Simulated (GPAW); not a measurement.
The system is Ni.

```xyz
1
Lattice="-1.3837 1.3837 1.3837 1.3837 -1.3837 1.3837 1.3837 1.3837 -1.3837" Properties=species:S:1:pos:R:3 pbc="T T T"
Ni    0.0000    0.0000    0.0000
```

This isn't the form of Ni at room conditions, which is fcc.

Base run:

| Item | Value |
| --- | --- |
| Program | GPAW 26.7.0 |
| Functional | r2SCAN |
| Potentials or basis | GPAW PAW data sets (gpaw-data 1.2.1) |
| Cutoff | 600 eV |
| Basis | pw |
| k mesh | 13 × 13 × 13 |
| Occupations | fermi-dirac, width 0.05 eV |
| Spin | collinear spin, ferromagnetic start |
| Starting moments | [1.0] μB |
| Hubbard terms | Ni d U = 5 eV |

Its results: band gap on the k mesh none (metal or under the smearing width); pressure 5.1 GPa; net moment 0.83 μB per cell; site moments Ni +0.92 μB.

Question: The run is repeated on the same cell with these changes: hubbard terms from Ni d U = 5 eV to Ni d U = 1 eV. What comes out?

Answer: Band gap on the k mesh none (metal or under the smearing width); pressure 3.4 GPa; net moment 0.66 μB per cell; site moments Ni +0.72 μB.

Caveats: the stock nickel data set gives pressures a few GPa off other programs; the PAW data sets were made with another functional, which shifts forces and pressure a little; the U is typed as a test and isn't derived for this compound.

Not every run made on this cell is shown here.
